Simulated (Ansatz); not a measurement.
# CaO: a prediction, then the measurements

Theory: Ansatz 0.2.0, DFT PBE, scalar-relativistic, plane waves, PAW.

Settings: cutoff 420 eV, Γ-centred mesh 8×8×8 on the computed 2-atom cell, Gaussian smearing of 0.02 eV; no spin polarisation.

Relaxed structure:

```
Ca O
1.0
     0.00000    2.41552    2.41552
     2.41552    0.00000    2.41552
     2.41552    2.41552    0.00000
Ca O
1 1
Cartesian
  0.0000 0.0000 0.0000
  2.4155 2.4155 2.4155
```

| Property | Result |
| --- | --- |
| Space group | Fm-3m (No. 225) |
| Volume per atom | 95.1 bohr³ |
| Formation energy from the elements' standard states (uncorrected) | -2.947 eV/atom |
| Kohn–Sham band gap | 3.66 eV, indirect from Γ to X |
| Orbital (Löwdin) character of the top 1 eV of the valence band | O 2p 94 %, unprojected 5 % |
| Electron masses at the edge by direction of the standard setting (m_e; one valley, along these axes only; no spin-orbit coupling) | x: 1.4; y: 0.44; z: 0.44 |
| Hole masses at the edge by direction of the standard setting (m_e; one valley, along these axes only; no spin-orbit coupling) | x: 2.9, 2.9, 0.35; y: 2.9, 2.9, 0.35; z: 2.9, 2.9, 0.35 |
| Bulk modulus | 105 GPa |
| Its pressure derivative | 4.3 |
| Bader charge by site (e) | Ca (1 in the cell) 1.48, O (1 in the cell) -1.48 |

**Against measurements.**

Measured lattice constant a of CaO: 4.8103 Å (273.15 K; a printed reference work (data compilation)). This calculation gives 4.831 Å (+0.4 %). The calculation is for 0 K without zero-point motion.

The cell was reached from a generator's guess, though it ends in a space group that the Crystallography Open Database lists for this formula. Kohn–Sham gaps at this level usually fall short of measured ones.
